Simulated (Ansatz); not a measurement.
**What strain does to MgO (Fm-3m)**

MgO (started from an entry of an open crystallographic database), relaxed with r2SCAN in Ansatz 0.2.0. Space group Fm-3m (No. 225), cubic; conventional cell a = 4.204 Å, 9.29 Å³ an atom. Mg has 6 O at 2.10 Å; O has 6 Mg at 2.10 Å.

The axes x, y and z are those of this cell:
```
CELL_PARAMETERS angstrom
0.00000 2.10217 2.10217
2.10217 0.00000 2.10217
2.10217 2.10217 0.00000
ATOMIC_POSITIONS crystal
Mg 0.00000 0.00000 0.00000
O 0.50000 0.50000 0.50000
```

Unstrained: With PBE the gap is 4.797 eV and direct, at Γ. The r2SCAN gap is direct at Γ: 5.685 eV. The HSE06 gap is direct at Γ: 6.541 eV. Meshes: PBE 10×10×10, r2SCAN 10×10×10, HSE06 8×8×8. Strains are changes of length per length. After each strain the atoms were relaxed again with r2SCAN within the symmetry that the strain leaves, so tilts or polar shifts that break it weren't tested; points keep the names that they have in the unstrained zone. Calculated for a static, non-magnetic cell.

Changes of the least gap in eV (an overlap counts as a negative gap):
```tsv
strain	volume change (%)	space group	PBE	r2SCAN	HSE06	energy rise, r2SCAN (meV/atom)
isotropic +4.88 % on every length	+15.4	Fm-3m	-1.276	-1.333	-1.410	89.4
biaxial -3.4 % in x and y, z held	-6.7	I4/mmm	+0.655	+0.683	+0.703	30.9
```

Isotropic +4.88 % on every length. HSE06: the gap goes from 6.541 to 5.131 eV (-1.410 eV). Stress change with r2SCAN, compression positive: xx -17.82, yy -17.82, zz -17.82 GPa. For HSE06, dE_g/d ln V = -9.9 eV over this step.

Biaxial -3.4 % in x and y, z held. HSE06: the gap goes from 6.541 to 7.244 eV (+0.703 eV); with r2SCAN the top three valence levels at Γ, degenerate before, become 1+2 from the top over 59 meV. Stress change with r2SCAN, compression positive: xx +17.21, yy +17.21, zz +6.91 GPa.

The meshes of the hybrids are coarse, so their gaps aren't converged to the digits shown.

The splittings at Γ are without spin-orbit coupling, which regroups them where it is of like size or larger.
